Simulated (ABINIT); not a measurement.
# GaAs (F-43m): G0W0 with ABINIT, start to end, part 2 of 3

Wanted: ground state, empty states, screening and self-energy for GaAs (F-43m).

ABINIT 10.8.3; PBE and many-body steps on it, plane waves. Known limits of the many-body steps: not at the basis limit; screening runs away on this mesh; no spin-orbit coupling; coarse k mesh.

So far. Step 2 (Ground state): The gap is direct, at Γ.

## (3) Bands along the symmetry lines

Level of this step: DFT, PBE, plane waves, norm-conserving pseudopotentials (ABINIT).

The cheap functional maps the bands first; the places of the edges decide which points the dearer methods must see.

run.abi reads:

```
acell 3*1.0 Angstrom
rprim 
  0.000000000000 2.826850000000 2.826850000000
  2.826850000000 0.000000000000 2.826850000000
  2.826850000000 2.826850000000 0.000000000000
ntypat 2
znucl 31 33
natom 2
typat 1 2
xred 
  0.000000000000 0.000000000000 0.000000000000
  0.250000000000 0.250000000000 0.250000000000
pp_dirpath "pseudos"
pseudos "Ga.upf, As.upf"
ecut 45
iscf -2
irdden 1
kptopt 0
nkpt 50
kpt 
  0.00000000 0.00000000 0.00000000
  -0.06250000 -0.06250000 0.00000000
  -0.12500000 -0.12500000 0.00000000
  -0.18750000 -0.18750000 0.00000000
  -0.25000000 -0.25000000 0.00000000
  -0.31250000 -0.31250000 0.00000000
  -0.37500000 -0.37500000 0.00000000
  -0.43750000 -0.43750000 0.00000000
  -0.50000000 -0.50000000 0.00000000
  -0.48437500 -0.48437500 0.03125000
  -0.46875000 -0.46875000 0.06250000
  -0.45312500 -0.45312500 0.09375000
  -0.43750000 -0.43750000 0.12500000
  -0.42187500 -0.42187500 0.15625000
  -0.40625000 -0.40625000 0.18750000
  -0.39062500 -0.39062500 0.21875000
  -0.37500000 -0.37500000 0.25000000
  -0.37500000 0.00000000 0.37500000
  -0.32812500 0.00000000 0.32812500
  -0.28125000 0.00000000 0.28125000
  -0.23437500 0.00000000 0.23437500
  -0.18750000 0.00000000 0.18750000
  -0.14062500 0.00000000 0.14062500
  -0.09375000 0.00000000 0.09375000
  -0.04687500 0.00000000 0.04687500
  0.00000000 0.00000000 0.00000000
  0.00000000 0.00000000 0.06250000
  0.00000000 0.00000000 0.12500000
  0.00000000 0.00000000 0.18750000
  0.00000000 0.00000000 0.25000000
  0.00000000 0.00000000 0.31250000
  0.00000000 0.00000000 0.37500000
  0.00000000 0.00000000 0.43750000
  -0.00000000 -0.00000000 0.50000000
  -0.06250000 -0.03125000 0.46875000
  -0.12500000 -0.06250000 0.43750000
  -0.18750000 -0.09375000 0.40625000
  -0.25000000 -0.12500000 0.37500000
  -0.31250000 -0.15625000 0.34375000
  -0.37500000 -0.18750000 0.31250000
  -0.43750000 -0.21875000 0.28125000
  -0.50000000 -0.25000000 0.25000000
  -0.50000000 -0.28125000 0.21875000
  -0.50000000 -0.31250000 0.18750000
  -0.50000000 -0.34375000 0.15625000
  -0.50000000 -0.37500000 0.12500000
  -0.50000000 -0.40625000 0.09375000
  -0.50000000 -0.43750000 0.06250000
  -0.50000000 -0.46875000 0.03125000
  -0.50000000 -0.50000000 0.00000000
istwfk *1
nband 29
nbdbuf 2
tolwfr 1e-08
nstep 40
prtwf 0
prtvol 0
indata_prefix "in"
outdata_prefix "out"
tmpdata_prefix "tmp"
```

Command:

```bash
$ OMP_NUM_THREADS=1 mpirun -n 4 abinit run.abi > log
```

Numbers of over 12 decimals in the logs are rounded to 6 here.

The program printed:

```text
.Version 10.8.3 of ABINIT. v10.8.2 released Aug 2026.

 Symmetries : space group F-4 3 m (#216); Bravais cF (face-center cubic)
[... echo of the input left out ...]
== DATASET  1 ==================================================================
-   mpi_nproc: 4, omp_nthreads: 1 (-1 if OMP is not activated)

--- !DatasetInfo
iteration_state: {dtset: 1, }
dimensions: {natom: 2, nkpt: 50, mband: 29, nsppol: 1, nspinor: 1, nspden: 1, mpw: 4477, }
cutoff_energies: {ecut:  45.0, pawecutdg:  -1.0, }
electrons: {nelect:   4.40000000E+01, charge:   0.00000000E+00, occopt:   1.00000000E+00, tsmear:   1.00000000E-02, }

 Real(R)+Recip(G) space primitive vectors, cartesian coordinates (Bohr,Bohr^-1):
 R(1)=  0.0000000  5.3419723  5.3419723  G(1)= -0.0935984  0.0935984  0.0935984
 R(2)=  5.3419723  0.0000000  5.3419723  G(2)=  0.0935984 -0.0935984  0.0935984
 R(3)=  5.3419723  5.3419723  0.0000000  G(3)=  0.0935984  0.0935984 -0.0935984
 Unit cell volume ucvol=  3.0488418E+02 bohr^3
 Angles (23,13,12)=  6.00000000E+01  6.00000000E+01  6.00000000E+01 degrees

 getcut: wavevector=  0.0000  0.0000  0.0000  ngfft=  48  48  48
         ecut(hartree)=     45.000   => boxcut(ratio)=   2.10404

--- Pseudopotential description ------------------------------------------------
- Ga Generated using ONCVPSP code by D. R. Hamann
- 31.00000  21.00000  171031                  znucl, zion, pspdat
12 -101130 2 -1 1902                          pspcod,pspxc,lmax,lloc,mmax
     nproj     2     2     2
  pspatm : epsatm=   21.85474337
         --- l  ekb(1:nproj) -->
             0    4.962806   -1.220223
             1   -5.679278   -1.350476
             2  -10.596651   -3.839775
 pspatm: atomic psp has been read  and splines computed

- As Generated using ONCVPSP code by D. R. Hamann
- 33.00000  23.00000  171031                  znucl, zion, pspdat
12 -101130 2 -1 1358                          pspcod,pspxc,lmax,lloc,mmax
     nproj     2     2     2
  pspatm : epsatm=   24.77333152
         --- l  ekb(1:nproj) -->
[...]
pspatm: atomic psp has been read  and splines computed

--------------------------------------------------------------------------------

================================================================================
 prteigrs : about to open file out_EIG
 Non-SCF case, kpt    1 (  0.00000  0.00000  0.00000), residuals and eigenvalues=
  7.95E-09  4.10E-09  8.72E-10  4.22E-09  1.87E-09  2.51E-09  6.84E-09  4.92E-09
  4.52E-09  6.80E-09  5.31E-09  1.63E-09  2.65E-09  3.05E-09  6.31E-09  5.72E-09
  3.83E-09  3.66E-09  7.04E-09  2.25E-09  2.99E-09  6.38E-09  8.69E-09  9.63E-09
  3.50E-09  7.40E-09  6.12E-09  1.08E-06  2.68E-05
 -6.5841E+00 -5.0788E+00 -4.5024E+00 -4.5024E+00 -4.5024E+00 -3.2656E+00
 -3.2656E+00 -3.2656E+00 -1.0842E+00 -1.0842E+00 -1.0842E+00 -1.0838E+00
 -1.0838E+00 -3.3685E-01 -3.3685E-01 -3.3685E-01 -3.3402E-01 -3.3402E-01
[...]
1.73E-09  1.85E-09  3.51E-09  1.38E-07  1.65E-05
[...]
Non-SCF case, kpt    3 ( -0.12500 -0.12500  0.00000), residuals and eigenvalues=
[...]
Non-SCF case, kpt   49 ( -0.50000 -0.46875  0.03125), residuals and eigenvalues=
[...]
Non-SCF case, kpt   50 ( -0.50000 -0.50000  0.00000), residuals and eigenvalues=
[...]
-1.0837E+00 -3.4072E-01 -3.3464E-01 -3.3464E-01 -3.3460E-01 -3.3301E-01
 -1.6768E-01 -4.2359E-02  1.0989E-01  1.0989E-01  2.6225E-01  2.6928E-01
[...]
--- !ResultsGS
iteration_state: {dtset: 1, }
comment   : Summary of ground state results
lattice_vectors:
- [  0.0000000,   5.3419723,   5.3419723, ]
- [  5.3419723,   0.0000000,   5.3419723, ]
- [  5.3419723,   5.3419723,   0.0000000, ]
lattice_lengths: [   7.55469,    7.55469,    7.55469, ]
lattice_angles: [ 60.000,  60.000,  60.000, ] # degrees, (23, 13, 12)
lattice_volume:   3.0488418E+02
convergence: {deltae:  0.000E+00, res2:  0.000E+00, residm:  9.967E-09, diffor:  0.000E+00, }
etotal    :  -5.53587247E+02
entropy   :   0.00000000E+00
fermie    :   2.08235878E-01
cartesian_stress_tensor: null
pressure_GPa: null
xred      :
- [  0.0000E+00,   0.0000E+00,   0.0000E+00, Ga]
- [  2.5000E-01,   2.5000E-01,   2.5000E-01, As]
cartesian_forces: null
force_length_stats: {min: null, max: null, mean: null, }

 Integrated electronic density in atomic spheres:
 ------------------------------------------------
 Atom  Sphere_radius  Integrated_density
[...]
================================================================================

 ----iterations are completed or convergence reached----

 Mean square residual over all n,k,spin=   48.042E-10; max=  99.673E-10
 reduced coordinates (array xred) for    2 atoms
       0.000000000000      0.000000000000      0.000000000000
       0.250000000000      0.250000000000      0.250000000000

 cartesian coordinates (angstrom) at end:
    1      0.000000     0.000000     0.000000
    2      1.413425     1.413425     1.413425
 length scales=  1.889726125908  1.889726125908  1.889726125908 bohr
              =  1.000000000000  1.000000000000  1.000000000000 angstroms
 prteigrs : about to open file out_EIG
 Eigenvalues (hartree) for nkpt=  50  k points:
 kpt#   1, nband= 29, wtk=  1.00000, kpt=  0.0000  0.0000  0.0000 (reduced coord)
[...]
kpt#   2, nband= 29, wtk=  1.00000, kpt= -0.0625 -0.0625  0.0000 (reduced coord)
[...]
kpt#   3, nband= 29, wtk=  1.00000, kpt= -0.1250 -0.1250  0.0000 (reduced coord)
[...]
kpt#  49, nband= 29, wtk=  1.00000, kpt= -0.5000 -0.4687  0.0313 (reduced coord)
[...]
0.57609    0.57670    0.61192    0.68199    0.70271
 kpt#  50, nband= 29, wtk=  1.00000, kpt= -0.5000 -0.5000  0.0000 (reduced coord)
[...]
-1.08414   -1.08402   -1.08402   -1.08377   -1.08368   -0.34072   -0.33464   -0.33464
  -0.33460   -0.33301   -0.16768   -0.04236    0.10989    0.10989    0.26225    0.26928
   0.58231    0.58231    0.61197    0.69814    0.70285

== END DATASET(S) ==============================================================
================================================================================

 -outvars: echo values of variables after computation  --------
            nband          29
             nkpt          50
          spgroup         216
 [... the other variables as echoed above ...]

 Calculation completed.
```

It took 23 s on 4 MPI ranks of Arm Neoverse V2, shared host; peak memory 0.36 GiB; 93 s of CPU time.

This step gave:

| Quantity | Value |
| --- | --- |
| gap | 0.5078 eV |
| k of the valence top | 0, 0, 0 |
| k of the conduction bottom | 0, 0, 0 |
| least direct gap | 0.5078 eV |

The gap is 0.508 eV, as in the run before at this level.

The electronic bands at the labelled points (eV, zero at the top of the highest filled band):

```
    point  band 19  band 20  band 21  band 22  band 23  band 24  band 25  band 26
        Γ   -12.73     0.00     0.00     0.00     0.51     3.74     3.74     3.74
  halfway   -11.80    -4.09    -1.69    -1.69     1.99     3.27     6.62     6.62
        X   -10.23    -6.82    -2.68    -2.68     1.47     1.66    10.18    10.18
  halfway   -10.22    -6.77    -3.20    -2.57     1.66     2.57     9.21     9.43
        U   -10.27    -6.63    -3.86    -2.26     1.97     4.64     7.96     8.07
jump to K   -10.27    -6.63    -3.86    -2.26     1.97     4.64     7.96     8.07
  halfway   -11.72    -4.56    -2.44    -0.68     2.68     4.77     4.81     5.65
        Γ   -12.73     0.00     0.00     0.00     0.51     3.74     3.74     3.74
  halfway   -12.04    -4.14    -0.68    -0.68     1.45     4.60     4.60     5.96
        L   -10.97    -6.64    -1.14    -1.14     1.00     4.65     4.65     7.76
  halfway   -10.63    -6.49    -3.22    -1.94     3.03     4.18     6.35     7.70
        W   -10.17    -6.63    -3.53    -3.34     4.62     4.73     5.42     6.05
  halfway   -10.20    -6.73    -3.14    -3.04     2.56     2.76     8.15     8.36
        X   -10.23    -6.82    -2.68    -2.68     1.47     1.66    10.18    10.18
```

The electronic bands as a text plot (rows in eV, shown from -8.0 to 6.5 only):

```
    6.2 |                  +++              +         ++ +++
    5.6 |    +              +++++++                  +  ++++
    5.0 |  ++                   +  ++      + ++   +++    ++
    4.4 |                 +      ++      ++++  +++++++++++++
    3.8 |++              +         ++++++++             +   +
    3.2 |  +++++        +                             ++
    2.6 |  +++  +++    +   ++++++++                  +       ++
    2.0 |     ++   ++ + +++        ++               +         +++
    1.4 | +     ++++++++             +  ++++++++  ++            +
    0.8 |+                            ++        ++
    0.2 |*                           ****
   -0.4 | ***                   ******   ****
   -1.0 | *  *                **   ***  *    ********
   -1.7 |     **           ***   **               ** **
   -2.3 |  **   ***     ***     *  **    **         *  *
   -2.9 |    *     *****      **           *         *  **   ****
   -3.5 |              ***  **   **                   *******
   -4.1 |     **          **                *
   -4.7 |                       *
   -5.3 |       **            **             **
   -5.9 |         *         **                 *
   -6.5 |          **  *****                    ***************
   -7.1 |            **                                        **
   -7.7 |
         Γ           X  U|K            Γ         L        W     X
```

## (4) Empty states on the mesh, 4×4×4 mesh, 60 bands

The sums over transitions need many empty states on a uniform mesh; this step solves for them.

run.abi reads:

```
acell 3*1.0 Angstrom
rprim 
  0.000000000000 2.826850000000 2.826850000000
  2.826850000000 0.000000000000 2.826850000000
  2.826850000000 2.826850000000 0.000000000000
ntypat 2
znucl 31 33
natom 2
typat 1 2
xred 
  0.000000000000 0.000000000000 0.000000000000
  0.250000000000 0.250000000000 0.250000000000
pp_dirpath "pseudos"
pseudos "Ga.upf, As.upf"
ecut 45
ngkpt 4 4 4
nshiftk 1
shiftk 0 0 0
kptopt 1
chksymbreak 0
iscf -2
irdden 1
istwfk *1
nband 60
nbdbuf 4
tolwfr 1e-09
nstep 60
prtvol 0
indata_prefix "in"
outdata_prefix "out"
tmpdata_prefix "tmp"
```

The program printed:

```text
.Version 10.8.3 of ABINIT. v10.8.2 released Aug 2026.

 Symmetries : space group F-4 3 m (#216); Bravais cF (face-center cubic)
[... echo of the input left out ...]
== DATASET  1 ==================================================================
-   mpi_nproc: 4, omp_nthreads: 1 (-1 if OMP is not activated)

--- !DatasetInfo
iteration_state: {dtset: 1, }
dimensions: {natom: 2, nkpt: 8, mband: 60, nsppol: 1, nspinor: 1, nspden: 1, mpw: 4477, }
cutoff_energies: {ecut:  45.0, pawecutdg:  -1.0, }
electrons: {nelect:   4.40000000E+01, charge:   0.00000000E+00, occopt:   1.00000000E+00, tsmear:   1.00000000E-02, }

 Real(R)+Recip(G) space primitive vectors, cartesian coordinates (Bohr,Bohr^-1):
 R(1)=  0.0000000  5.3419723  5.3419723  G(1)= -0.0935984  0.0935984  0.0935984
 R(2)=  5.3419723  0.0000000  5.3419723  G(2)=  0.0935984 -0.0935984  0.0935984
 R(3)=  5.3419723  5.3419723  0.0000000  G(3)=  0.0935984  0.0935984 -0.0935984
 Unit cell volume ucvol=  3.0488418E+02 bohr^3
 Angles (23,13,12)=  6.00000000E+01  6.00000000E+01  6.00000000E+01 degrees

 getcut: wavevector=  0.0000  0.0000  0.0000  ngfft=  48  48  48
         ecut(hartree)=     45.000   => boxcut(ratio)=   2.10404

--- Pseudopotential description ------------------------------------------------
- Ga Generated using ONCVPSP code by D. R. Hamann
- 31.00000  21.00000  171031                  znucl, zion, pspdat
12 -101130 2 -1 1902                          pspcod,pspxc,lmax,lloc,mmax
     nproj     2     2     2
  pspatm : epsatm=   21.85474337
         --- l  ekb(1:nproj) -->
             0    4.962806   -1.220223
             1   -5.679278   -1.350476
             2  -10.596651   -3.839775
 pspatm: atomic psp has been read  and splines computed

- As Generated using ONCVPSP code by D. R. Hamann
- 33.00000  23.00000  171031                  znucl, zion, pspdat
12 -101130 2 -1 1358                          pspcod,pspxc,lmax,lloc,mmax
     nproj     2     2     2
  pspatm : epsatm=   24.77333152
         --- l  ekb(1:nproj) -->
[...]
pspatm: atomic psp has been read  and splines computed

--------------------------------------------------------------------------------

================================================================================
 prteigrs : about to open file out_EIG
 Non-SCF case, kpt    1 (  0.00000  0.00000  0.00000), residuals and eigenvalues=
  4.13E-10  7.22E-10  2.81E-10  9.05E-10  5.28E-10  3.54E-10  5.51E-10  3.03E-10
  8.68E-10  4.59E-10  2.29E-10  1.42E-10  1.33E-10  5.28E-10  6.65E-10  4.73E-10
  2.73E-10  6.36E-10  5.73E-10  7.50E-10  1.65E-10  2.40E-10  1.96E-10  7.31E-10
[...]
6.32E-10  4.69E-09  8.60E-09  1.21E-08
 -6.5841E+00 -5.0788E+00 -4.5024E+00 -4.5024E+00 -4.5024E+00 -3.2656E+00
 -3.2656E+00 -3.2656E+00 -1.0842E+00 -1.0842E+00 -1.0842E+00 -1.0838E+00
 -1.0838E+00 -3.3685E-01 -3.3685E-01 -3.3685E-01 -3.3402E-01 -3.3402E-01
[...]
1.6755E+00  1.6990E+00  1.6990E+00  1.7008E+00  1.7008E+00  1.7008E+00
  1.7036E+00  1.7036E+00  1.7036E+00  1.7349E+00  1.7349E+00  1.7349E+00
 prteigrs : prtvol=0 or 1, do not print more k-points.

--- !ResultsGS
iteration_state: {dtset: 1, }
comment   : Summary of ground state results
lattice_vectors:
- [  0.0000000,   5.3419723,   5.3419723, ]
- [  5.3419723,   0.0000000,   5.3419723, ]
- [  5.3419723,   5.3419723,   0.0000000, ]
lattice_lengths: [   7.55469,    7.55469,    7.55469, ]
lattice_angles: [ 60.000,  60.000,  60.000, ] # degrees, (23, 13, 12)
lattice_volume:   3.0488418E+02
convergence: {deltae:  0.000E+00, res2:  0.000E+00, residm:  9.917E-10, diffor:  0.000E+00, }
etotal    :  -5.53587247E+02
entropy   :   0.00000000E+00
fermie    :   2.08235878E-01
cartesian_stress_tensor: null
pressure_GPa: null
xred      :
- [  0.0000E+00,   0.0000E+00,   0.0000E+00, Ga]
- [  2.5000E-01,   2.5000E-01,   2.5000E-01, As]
cartesian_forces: null
force_length_stats: {min: null, max: null, mean: null, }

 Integrated electronic density in atomic spheres:
 ------------------------------------------------
 Atom  Sphere_radius  Integrated_density
[...]
================================================================================

 ----iterations are completed or convergence reached----

 Mean square residual over all n,k,spin=   45.280E-11; max=  99.166E-11
 reduced coordinates (array xred) for    2 atoms
       0.000000000000      0.000000000000      0.000000000000
       0.250000000000      0.250000000000      0.250000000000

 cartesian coordinates (angstrom) at end:
    1      0.000000     0.000000     0.000000
    2      1.413425     1.413425     1.413425
 length scales=  1.889726125908  1.889726125908  1.889726125908 bohr
              =  1.000000000000  1.000000000000  1.000000000000 angstroms
 prteigrs : about to open file out_EIG
 Eigenvalues (hartree) for nkpt=   8  k points:
 kpt#   1, nband= 60, wtk=  0.01563, kpt=  0.0000  0.0000  0.0000 (reduced coord)
[...]
1.19776    1.19776    1.23512    1.23512    1.49723    1.66598    1.66598    1.66598
   1.67552    1.69905    1.69905    1.70085    1.70085    1.70085    1.70364    1.70364
   1.70364    1.73489    1.73489    1.73489
 prteigrs : prtvol=0 or 1, do not print more k-points.

== END DATASET(S) ==============================================================
================================================================================

 -outvars: echo values of variables after computation  --------
            nband          60
             nkpt           8
          spgroup         216
 [... the other variables as echoed above ...]

 Calculation completed.
```

Elapsed: 13 s, on 4 MPI ranks; peak memory 0.3 GiB; 52 s of CPU time.

This step gave:

```
gap                                                           : 0.5078 eV
k of the valence top                                          : 0, 0, 0
k of the conduction bottom                                    : 0, 0, 0
least direct gap                                              : 0.5078 eV
k points computed                                             : 8
lowest point of the top converged band, above the valence top : 39.62 eV
```

On this mesh the gap is 0.508 eV.

(Part 2 of 3 ends here.)

[Paths, hosts, dates, memory and timing lines, banners, echoed tables and standing remarks are left out of the program output.]

[Logs are printed without paths, hosts, clocks, repeated set-up lines and the standing remarks that a program may print on its own settings, such as how far it seeks lower states.]

[Runs of the session that timed out or met a known fault of the program may be left out.]

[Hosts, paths, dates, database ids (printed as entryN), source tags and the programs' standing remarks are cut or masked in the printed files.]

[G0W0 gaps are taken among the corrected bands and points alone; a level outside them can change the order at an edge.]

[Where Ansatz stands beside ABINIT at settings called matched, ABINIT's density can come from a denser mesh and the files from another edition; pairs whose starting gaps differed by over 0.03 eV were left out, so agreement reads better than it is.]
